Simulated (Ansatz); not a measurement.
Re under changes of volume

One of the cells (14.811 Å³/atom); the others are scaled copies at fixed shape and fractional positions:

```
CELL_PARAMETERS angstrom
2.76639 0.00000 0.00000
-1.38319 2.39576 0.00000
0.00000 0.00000 8.93885
ATOMIC_POSITIONS crystal
Re 0.66667 0.33333 0.75000
Re 0.00000 0.00000 0.50000
Re 0.33333 0.66667 0.25000
Re 0.00000 0.00000 0.00000
```

```yaml
Program: Ansatz 0.2.0
Functional: r2SCAN
Potentials_or_basis: Ansatz PAW
Cutoff: "500 eV (not typed: the program's choice for these potentials)"
k_mesh: 11 × 11 × 3
Occupations: fermi-dirac, width 0.05 eV
Spin: spin-orbit coupling, no magnetisation
```

```tsv
volume (Å³/atom)	energy over the lowest point (meV/atom)	pressure (GPa)
13.922	55.88	24.0
14.218	20.69	14.2
14.515	2.65	5.5
14.811	0.00	-2.4
15.107	?	?
15.403	34.66	-15.8
15.699	69.25	-21.5
```

Q: What does the run at 15.107 Å³/atom give?

A: Energy over the lowest point 11.15 meV/atom; pressure -9.5 GPa.

Worked out: A Birch-Murnaghan fit of order 3 (a polynomial in V^(-2/3)) to the other rows has its minimum at 14.72 Å³/atom with B0 = V·E''(V) = 383 GPa and B' = 4.4 at fixed shape and positions, which overstates the stiffness. It gives 11.16 meV/atom at 15.107 Å³/atom, against the run's 11.15, and -dE/dV = -9.5 GPa, against -9.5.

Energies are extrapolated to zero smearing.

Caveats: the PAW data sets come from PBE, with cores solved anew for the run's functional, which leaves a small shift of forces and pressure.
